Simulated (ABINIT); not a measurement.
# Excitons of AlN (F-43m): kernels and approximations

How far does the k mesh set the exciton binding of AlN (F-43m)?

Main program and level: ABINIT 10.8.3; PBE and many-body steps on it, plane waves.

### Step 1. Set-up

Symmetry: F-43m, No. 216, cubic system. The conventional cell has a = 4.368 Å, b = 4.368 Å, c = 4.368 Å, α = 90.00°, β = 90.00°, γ = 90.00°. Nearest to Al lie 4 N at 1.89 Å. N has 4 Al at 1.89 Å nearest. Farther neighbours and most contacts between anions are not listed.

The cell and positions are those that the Materials Project relaxed with its own functionals (PBE, PBE+U or r2SCAN), kept fixed. This is not the form that AlN usually takes at ambient conditions.

### Step 2. Empty states on the mesh, 6×6×6 mesh, 59 bands

This step: ABINIT 10.8.3; DFT, PBE, plane waves, norm-conserving pseudopotentials.

The sums over transitions need many empty states on a uniform mesh; this step solves for them.

run.abi

```
acell 3*1.0 Angstrom
rprim 
  -0.000000000000 2.183993559600 2.183993559600
  2.183993559600 -0.000000000000 2.183993559600
  2.183993559600 2.183993559600 -0.000000000000
ntypat 2
znucl 13 7
natom 2
typat 1 2
xred 
  0.000000000000 0.000000000000 0.000000000000
  0.750000000000 0.750000000000 0.750000000000
pp_dirpath "pseudos"
pseudos "Al.upf, N.upf"
ecut 36
ngkpt 6 6 6
nshiftk 1
shiftk 0 0 0
kptopt 1
chksymbreak 0
irdden 1
istwfk *1
nband 59
prtvol 0
optdriver 6
gwr_task "HDIAGO"
paral_kgb 0
occopt 1
indata_prefix "in"
outdata_prefix "out"
tmpdata_prefix "tmp"
```

On the command line:

```sh
OMP_NUM_THREADS=1 mpirun -n 4 abinit run.abi > log
```

Numbers of over 12 decimals in the logs are rounded to 6 here.

The log of the run:

```text
.Version 10.8.3 of ABINIT. v10.8.2 released Aug 2026.

 Symmetries : space group F-4 3 m (#216); Bravais cF (face-center cubic)
[... echo of the input left out ...]
== DATASET  1 ==================================================================
-   mpi_nproc: 4, omp_nthreads: 1 (-1 if OMP is not activated)

--- !DatasetInfo
iteration_state: {dtset: 1, }
dimensions: {natom: 2, nkpt: 16, mband: 59, nsppol: 1, nspinor: 1, nspden: 1, mpw: 1464, }
cutoff_energies: {ecut:  36.0, pawecutdg:  -1.0, }
[...]
Indirect band gap semiconductor
 Fundamental gap:     3.325 (eV)
   VBM:     5.159 (eV) at k: [ 0.0000E+00,  0.0000E+00,  0.0000E+00]
   CBM:     8.483 (eV) at k: [ 5.0000E-01,  5.0000E-01,  0.0000E+00]
 Direct gap:         4.192 (eV) at k: [ 0.0000E+00,  0.0000E+00,  0.0000E+00]

== END DATASET(S) ==============================================================
================================================================================

 -outvars: echo values of variables after computation  --------
           etotal      0.0000000000E+00
            nband          59
             nkpt          16
          spgroup         216
 [... the other variables as echoed above ...]

 Calculation completed.
```

The job ended after 10 s (4 MPI ranks of Arm Neoverse V2, shared host; peak memory 0.69 GiB).

This step gave:

| Property | Result |
| --- | --- |
| gap | 3.325 eV |
| k of the valence top | 0, 0, 0 |
| k of the conduction bottom | 0.5, 0.5, 0 |
| least direct gap | 4.192 eV |
| k points computed | 16 |
| lowest point of the top converged band, above the valence top | 80.5799 eV |

On this mesh the gap is 3.325 eV.

The density comes from a self-consistent run that is not shown.

### Step 3. Screening, 6×6×6 mesh, 51 bands, screening to 163.3 eV

The RPA dielectric matrix is built and inverted for each q.

This step: RPA screening on PBE, plane waves, norm-conserving pseudopotentials.

run.abi, as its differences from that of step 2:

```diff
@@ -20,10 +20,11 @@
 chksymbreak 0
-irdden 1
 istwfk *1
-nband 59
-prtvol 0
-optdriver 6
-gwr_task "HDIAGO"
-paral_kgb 0
 occopt 1
+irdwfk 1
+optdriver 3
+nband 51
+ecuteps 6
+inclvkb 2
+awtr 1
+symchi 1
 indata_prefix "in"
```

The log of the run:

```text
.Version 10.8.3 of ABINIT. v10.8.2 released Aug 2026.

 Symmetries : space group F-4 3 m (#216); Bravais cF (face-center cubic)
[... echo of the input left out ...]
== DATASET  1 ==================================================================
-   mpi_nproc: 4, omp_nthreads: 1 (-1 if OMP is not activated)

--- !DatasetInfo
iteration_state: {dtset: 1, }
dimensions: {natom: 2, nkpt: 16, mband: 51, nsppol: 1, nspinor: 1, nspden: 1, mpw: 1464, }
cutoff_energies: {ecut:  36.0, pawecutdg:  -1.0, }
[...]
--------------------------------------------------------------------------------
[... chi0 elements left out ...]
 For q-point:  0.000010 0.000020 0.000030
  dielectric constant =   4.3490
  dielectric constant without local fields =   4.7896

  Average fulfillment of the sum rule on Im[epsilon] for q-point    1 :     75.17  [%]
[... wings left out ...]
  q-point number  2        q = ( 0.166667, 0.000000, 0.000000) [r.l.u.]
--------------------------------------------------------------------------------
[... chi0 elements left out ...]
  Average fulfillment of the sum rule on Im[epsilon] for q-point    2 :     90.15  [%]

 [... 14 further q-points ...]
```

Run time: 15 s. Hardware: 4 MPI ranks; peak memory 0.54 GiB.

Numbers from this step:

| Quantity | Value |
| --- | --- |
| ε∞ with local fields, on this mesh, along the program's q direction | 4.349 |
| the same without local fields | 4.790 |
| plasma frequency | 23.01 eV |
| plane waves in the screening matrix | 113 |

Local fields lower ε∞ by 9 %.

### Step 4. Self-energy, 6×6×6 mesh, 51 bands, screening to 163.3 eV

The self-energy is evaluated for the states that the input lists, and the levels follow from it, in one-shot runs by the linearised quasiparticle equation.

This step: G0W0 on PBE, plane waves, norm-conserving pseudopotentials.

run.abi, as its differences from that of step 3:

```diff
@@ -23,8 +23,17 @@
 irdwfk 1
-optdriver 3
+optdriver 4
 nband 51
+gwcalctyp 0
+ecutsigx 36
+symsigma 1
+nkptgw 2
+kptgw 
+  0.0000000000 0.0000000000 0.0000000000
+  0.5000000000 0.5000000000 0.0000000000
+bdgw 
+  2 8
+  3 6
 ecuteps 6
-inclvkb 2
-awtr 1
-symchi 1
+irdscr 1
+ppmodel 1
 indata_prefix "in"
```

The log of the run:

```text
.Version 10.8.3 of ABINIT. v10.8.2 released Aug 2026.

 Symmetries : space group F-4 3 m (#216); Bravais cF (face-center cubic)
[... echo of the input left out ...]
== DATASET  1 ==================================================================
-   mpi_nproc: 4, omp_nthreads: 1 (-1 if OMP is not activated)

--- !DatasetInfo
iteration_state: {dtset: 1, }
dimensions: {natom: 2, nkpt: 16, mband: 51, nsppol: 1, nspinor: 1, nspden: 1, mpw: 1464, }
cutoff_energies: {ecut:  36.0, pawecutdg:  -1.0, }
[...]
Band     E0 <VxcDFT>   SigX SigC(E0)      Z dSigC/dE  Sig(E)    E-E0       E
[...]
5   8.483  -9.206  -5.016  -3.680   0.836  -0.196  -8.779   0.426   8.909
        6  13.810  -9.461  -4.383  -4.261   0.839  -0.192  -8.776   0.685  14.495

== END DATASET(S) ==============================================================
================================================================================

 -outvars: echo values of variables after computation  --------
           etotal      0.0000000000E+00
            nband          51
             nkpt          16
          spgroup         216
 [... the other variables as echoed above ...]

 Calculation completed.
```

The job ended after 3.7 s (4 MPI ranks; peak memory 0.54 GiB).

Numbers from this step:

| Quantity | Value |
| --- | --- |
| G0W0 gap on the points computed | 4.392 eV |
| starting gap on the mesh | 3.325 eV |
| k of the valence top | 0, 0, 0 |
| k of the conduction bottom | 0.5, 0.5, 0 |
| least direct G0W0 gap on the computed points | 5.520 eV |

The gap on the mesh goes from 3.32 eV to 4.39 eV, a correction of +1.07 eV.

The gap opens by 1.067 eV; the next steps shift the empty bands rigidly by 1.328 eV, the correction at the start's least direct gap.

### Step 5. Dielectric constant by perturbation theory

The response to a uniform field gives ε∞, a yardstick for the screening that GW builds on its mesh.

This step: DFT, PBE, linear response to an electric field, plane waves, norm-conserving pseudopotentials.

run.abi

```
acell 3*1.0 Angstrom
rprim 
  -0.000000000000 2.183993559600 2.183993559600
  2.183993559600 -0.000000000000 2.183993559600
  2.183993559600 2.183993559600 -0.000000000000
ntypat 2
znucl 13 7
natom 2
typat 1 2
xred 
  0.000000000000 0.000000000000 0.000000000000
  0.750000000000 0.750000000000 0.750000000000
pp_dirpath "pseudos"
pseudos "Al.upf, N.upf"
ecut 36
ngkpt 10 10 10
nshiftk 1
shiftk 0.5 0.5 0.5
chksymbreak 0
ndtset 3
nband 4
occopt 1
istwfk *1
nstep 60
tolwfr1 1e-18
iscf2 -3
rfelfd2 2
kptopt2 2
getwfk2 1
tolwfr2 1e-18
rfelfd3 3
kptopt3 2
getwfk3 1
getddk3 2
tolvrs3 1e-08
rfdir 1 1 1
nqpt2 1
nqpt3 1
qpt 0 0 0
prtwf3 0
prtden 0
optforces1 0
optstress1 0
kptopt1 1
indata_prefix "in"
outdata_prefix "out"
tmpdata_prefix "tmp"
```

The log of the run:

```text
.Version 10.8.3 of ABINIT. v10.8.2 released Aug 2026.

 DATASET    1 : space group F-4 3 m (#216); Bravais cF (face-center cubic)
[... echo of the input left out ...]
== DATASET  1 ==================================================================
-   mpi_nproc: 4, omp_nthreads: 1 (-1 if OMP is not activated)

--- !DatasetInfo
iteration_state: {dtset: 1, }
dimensions: {natom: 2, nkpt: 110, mband: 4, nsppol: 1, nspinor: 1, nspden: 1, mpw: 1464, }
cutoff_energies: {ecut:  36.0, pawecutdg:  -1.0, }
[...]
(from electric field response)
   if specified in the inputs, charge neutrality has been imposed
     j1       j2             matrix element
  dir pert dir pert     real part    imaginary part

[...]
2    2   3    4        -0.0000000000         0.0000000000
   3    2   3    4        -2.5232891159         0.0000000000

== END DATASET(S) ==============================================================
================================================================================

 -outvars: echo values of variables after computation  --------
          spgroup         216
 [... the other variables as echoed above ...]

 Calculation completed.
```

Run time: 59 s. Hardware: 4 MPI ranks; peak memory 0.43 GiB.

The field response gives a mean ε∞ of 4.54, which the model screening below takes as its input.

### Step 6. Excitons

Light makes an electron and a hole together. The Bethe-Salpeter equation adds their screened attraction and their exchange, in a window of bands around the gap.

This step: Bethe-Salpeter equation on PBE with a scissors shift, plane waves, norm-conserving pseudopotentials.

run.abi

```
acell 3*1.0 Angstrom
rprim 
  -0.000000000000 2.183993559600 2.183993559600
  2.183993559600 -0.000000000000 2.183993559600
  2.183993559600 2.183993559600 -0.000000000000
ntypat 2
znucl 13 7
natom 2
typat 1 2
xred 
  0.000000000000 0.000000000000 0.000000000000
  0.750000000000 0.750000000000 0.750000000000
pp_dirpath "pseudos"
pseudos "Al.upf, N.upf"
ecut 36
ngkpt 6 6 6
nshiftk 1
shiftk 0 0 0
kptopt 1
chksymbreak 0
istwfk *1
occopt 1
irdwfk 1
optdriver 99
bs_calctype 1
mbpt_sciss 1.328 eV
bs_loband 2
nband 6
bs_exchange_term 1
bs_coulomb_term 11
bs_coupling 0
bs_algorithm 1
bs_freq_mesh 0 9 0.05 eV
zcut 0.1 eV
ecuteps 3
ecutwfn 18
inclvkb 2
irdscr 1
indata_prefix "in"
outdata_prefix "out"
tmpdata_prefix "tmp"
```

The log of the run:

```text
.Version 10.8.3 of ABINIT. v10.8.2 released Aug 2026.

 Symmetries : space group F-4 3 m (#216); Bravais cF (face-center cubic)
[... echo of the input left out ...]
== DATASET  1 ==================================================================
-   mpi_nproc: 4, omp_nthreads: 1 (-1 if OMP is not activated)

--- !DatasetInfo
iteration_state: {dtset: 1, }
dimensions: {natom: 2, nkpt: 16, mband: 6, nsppol: 1, nspinor: 1, nspden: 1, mpw: 531, }
cutoff_energies: {ecut:  18.0, pawecutdg:  -1.0, }
electrons: {nelect:   8.00000000E+00, charge:   0.00000000E+00, occopt:   1.00000000E+00, tsmear:   1.00000000E-02, }

 Exciton: Calculation of dielectric properties by solving the Bethe-Salpeter equation
 in frequency domain and reciprocal space on a transitions basis set.
 Based on a program developed by L. Reining, V. Olevano, F. Sottile,
 S. Albrecht, and G. Onida. Incorporated in ABINIT by M. Giantomassi.

.Using double precision arithmetic ; gwpc =  8

[... cell and pseudopotentials left out ...]
--------------------------------------------------------------------------------

 ==== K-mesh for the wavefunctions ====
 Number of points in the irreducible wedge :    16
[... list of points left out ...]
 Together with 24 symmetry operations and time-reversal symmetry
 yields   216 points in the full Brillouin Zone.

 ==== Q-mesh for the screening function ====
 Number of points in the irreducible wedge :    16
[... list of points left out ...]
 Together with 24 symmetry operations and time-reversal symmetry
 yields   216 points in the full Brillouin Zone.

 vcoul_init : cutoff-mode = AUXILIARY_FUNCTION
 q-points for optical limit:   1
     1)      0.000010    0.000020    0.000030
 setmesh: FFT mesh size selected  =    15x   15x   15
          total number of points  =         3375

 ==== Fundamental parameters for the solution of the Bethe-Salpeter equation: ====
 Algorithm: Direct diagonalization.
 Dimension of the v, W matrices,  npweps  = 27
 Cutoff for the wavefunctions,    npwwfn  = 531
 Number of k-points in the IBZ,   nkibz   = 16
 Highest empty band included,     nband   = 6
 === Spin UP ===
 Number of resonant transitions          1296
 Lowest occupied state                   2
 Highest occupied state                  4
 Lowest unoccupied state                 5
 Highest unoccupied state                6
 Minimum frequency [eV]           Emin    =   0.00
 Maximum frequency [eV]           Emax    =   9.00
 Frequency step [eV]              dE      =   0.05
 Lorentzian broadening [eV]       eta     =   0.10
 RPA L0 with KS energies and KS wavefunctions
 Scissors operator energy [eV] =          1.33
 Local fields effects (v term) included
 Excitonic effects (W term) included
 Full W_GG' included
 W is read from an external SCR file
 Resonant-only calculation (Hermitian case)

 Calculating epsilon_Macro(q-->0,w), along the following directions:
 q = (  0.758472  0.000000  0.000000) [r.l.u.]
 q = (  0.000000  0.758472  0.000000) [r.l.u.]
 q = (  0.000000  0.000000  0.758472) [r.l.u.]
 q = (  0.000000  0.656856  0.656856) [r.l.u.]
 q = (  0.656856  0.000000  0.656856) [r.l.u.]
 q = (  0.656856  0.656856  0.000000) [r.l.u.]
 Number of electrons calculated from density =    7.9955; Expected =    8.0000
 average of density, n =  0.056868
 r_s =    1.6132
 omega_plasma =   23.0032 [eV]

. Writing resonant excitonic Hamiltonian on file out_BSR; file size=   0.01 [Gb].
 Direct diagonalization of the resonant excitonic Hamiltonian, Matrix size= 1296
. Using LAPACK sequential version.
 Excitonic eigenvalues in eV up to n=   32
   4.92762   4.92883   4.92988   5.83863   5.83960   5.84063   5.84188   5.85789
   5.85969   6.30384   6.30577   6.30851   6.46444   6.46545   6.46630   6.46773
   6.46841   6.53044   6.53123   6.53206   6.53750   6.53807   6.53914   6.54105
   6.54133   6.79297   6.80990   6.81146   6.81540   6.82656   6.83220   6.90068

 First excitonic eigenvalue=    4.93 [eV]
 Last  excitonic eigenvalue=   16.58 [eV]

 GW  direct gap       5.52  0.00 [eV]
 EXC direct gap       4.93  0.00 [eV]
 EXC binding energy   0.59  0.00 [eV]

 Excitonic eigenvalues up to the GW energy gap [eV]
  1 (  4.93  0.00)
  2 (  4.93  0.00)
  3 (  4.93  0.00)

 Macroscopic dielectric function:
 omega [eV] <KS_RPA_nlf>  <GW_RPA_nlf>  <BSE>
   0.0000   4.0471   0.0000   3.5958   0.0000   4.0417   0.0000
   0.0500   4.0473   0.0006   3.5959   0.0003   4.0418   0.0006
   0.1000   4.0477   0.0011   3.5962   0.0007   4.0422   0.0011
   0.1500   4.0484   0.0017   3.5966   0.0010   4.0429   0.0017
   0.2000   4.0494   0.0023   3.5972   0.0013   4.0439   0.0023
   0.2500   4.0507   0.0029   3.5979   0.0017   4.0452   0.0028
   0.3000   4.0523   0.0035   3.5988   0.0020   4.0467   0.0034
   0.3500   4.0542   0.0040   3.5999   0.0023   4.0486   0.0040
   0.4000   4.0563   0.0046   3.6012   0.0027   4.0507   0.0045
   0.4500   4.0588   0.0052   3.6026   0.0030   4.0531   0.0051

 Writing KS-RPA macroscopic dielectric function without local fields to file: out_RPA_NLF_MDF
 Writing GW-RPA macroscopic dielectric function without local fields to file: out_GW_NLF_MDF
 Writing EXC Macroscopic dielectric function to file: out_EXC_MDF

== END DATASET(S) ==============================================================
================================================================================

 -outvars: echo values of variables after computation  --------
           etotal      0.0000000000E+00
            nband           6
             nkpt          16
          spgroup         216
 [... the other variables as echoed above ...]

 Calculation completed.
```

Run time: 15 s. Hardware: 4 MPI ranks; peak memory 0.28 GiB.

This step gave:

```
direct gap of the transition levels                            : 5.520 eV
transitions in the window                                      : 1296
first strong exciton (over a fiftieth of the strongest listed) : 4.928 eV
lowest state                                                   : 4.928 eV
binding of the lowest state below the direct gap               : 0.5924 eV
Coulomb term of one mesh cell                                  : 0.5696 eV
```

The binding is 1.0 times the screened Coulomb term of one mesh cell (0.57 eV), so it is not shown settled.

The lowest state lies at 4.928 eV, 0.592 eV under the direct gap.

Lines within 3 meV are set at the lowest of them, and the highest group, which the list may cut short, is left out. Exciton lines, with heights relative to the strongest:

| position (eV) | lines merged | oscillator strength, relative |
| --- | --- | --- |
| 4.928 | 3 | 28 |
| 5.839 | 4 | 28 |
| 5.858 | 2 | 8.4 |
| 6.304 | 3 | 100 |

The ε₂ has structure finer than the step of the table below, so its rows give means over 0.2 eV, whole bins alone (the curve runs from 0 to 9 eV). Peaks (eV: height): BSE 4.95: 4.78, 5.85: 7.10, 6.30: 17.8, 6.85: 13.8, 7.95: 10.2, 8.80: 6.83; no electron-hole interaction 5.50: 2.12, 6.45: 3.20, 7.05: 6.45, 7.50: 13.7, 8.80: 12.0; Kohn-Sham, no shift 4.20: 2.19, 5.10: 3.31, 5.75: 6.74, 6.20: 14.4, 7.45: 11.9, 8.05: 11.8, 8.75: 4.78.

Mean over the three Cartesian directions of q; broadening 0.1 eV; transition window only. Limits: finite bands, cutoff and mesh; exciton not shown settled in the k mesh. The ε₂ by photon energy; means over each step:

| photon energy (eV) | BSE | no electron-hole interaction | Kohn-Sham, no shift |
| --- | --- | --- | --- |
| 0.2 | 0.00226 | 0.00134 | 0.00230 |
| 0.4 | 0.00455 | 0.00267 | 0.00461 |
| 0.6 | 0.00690 | 0.00406 | 0.00700 |
| 0.8 | 0.00931 | 0.00545 | 0.00950 |
| 1.0 | 0.0118 | 0.00690 | 0.0121 |
| 1.2 | 0.0145 | 0.00840 | 0.0148 |
| 1.4 | 0.0174 | 0.0100 | 0.0178 |
| 1.6 | 0.0204 | 0.0116 | 0.0210 |
| 1.8 | 0.0238 | 0.0134 | 0.0246 |
| 2.0 | 0.0276 | 0.0152 | 0.0287 |
| 2.2 | 0.0318 | 0.0173 | 0.0333 |
| 2.4 | 0.0365 | 0.0195 | 0.0387 |
| 2.6 | 0.0420 | 0.0219 | 0.0451 |
| 2.8 | 0.0484 | 0.0246 | 0.0531 |
| 3.0 | 0.0561 | 0.0276 | 0.0633 |
| 3.2 | 0.0655 | 0.0310 | 0.0774 |
| 3.4 | 0.0773 | 0.0350 | 0.0986 |
| 3.6 | 0.0926 | 0.0396 | 0.136 |
| 3.8 | 0.114 | 0.0450 | 0.227 |
| 4.0 | 0.145 | 0.0518 | 0.635 |
| 4.2 | 0.196 | 0.0602 | 1.74 |
| 4.4 | 0.299 | 0.0714 | 0.643 |
| 4.6 | 0.597 | 0.0873 | 0.402 |
| 4.8 | 2.30 | 0.113 | 0.589 |
| 5.0 | 3.36 | 0.162 | 1.94 |
| 5.2 | 1.03 | 0.303 | 2.09 |
| 5.4 | 0.859 | 1.11 | 1.18 |
| 5.6 | 1.61 | 1.45 | 2.97 |
| 5.8 | 5.35 | 0.477 | 5.23 |
| 6.0 | 4.31 | 0.428 | 4.61 |
| 6.2 | 9.96 | 0.828 | 11.6 |
| 6.4 | 10.9 | 2.58 | 5.82 |
| 6.6 | 5.09 | 1.45 | 2.22 |
| 6.8 | 11.8 | 1.41 | 1.77 |
| 7.0 | 7.48 | 4.60 | 4.17 |
| 7.2 | 2.97 | 4.20 | 8.56 |
| 7.4 | 2.00 | 7.29 | 10.6 |
| 7.6 | 4.52 | 10.3 | 8.71 |
| 7.8 | 8.86 | 4.24 | 6.23 |
| 8.0 | 9.06 | 1.80 | 9.90 |
| 8.2 | 5.03 | 2.13 | 6.71 |
| 8.4 | 3.84 | 6.23 | 2.54 |
| 8.6 | 5.01 | 8.87 | 2.81 |
| 8.8 | 6.16 | 11.1 | 3.70 |

[end of part 1 of 3]

[Paths, hosts, dates, memory and timing lines, banners, echoed tables and standing remarks are left out of the program output.]

[Logs are printed without paths, hosts, clocks, repeated set-up lines and the standing remarks that a program may print on its own settings, such as how far it seeks lower states.]

[Runs of the session that timed out or met a known fault of the program may be left out.]

[Hosts, paths, dates, database ids (printed as entryN), source tags and the programs' standing remarks are cut or masked in the printed files.]

[G0W0 gaps are taken among the corrected bands and points alone; a level outside them can change the order at an edge.]

[Where Ansatz stands beside ABINIT at settings called matched, ABINIT's density can come from a denser mesh and the files from another edition; pairs whose starting gaps differed by over 0.03 eV were left out, so agreement reads better than it is.]
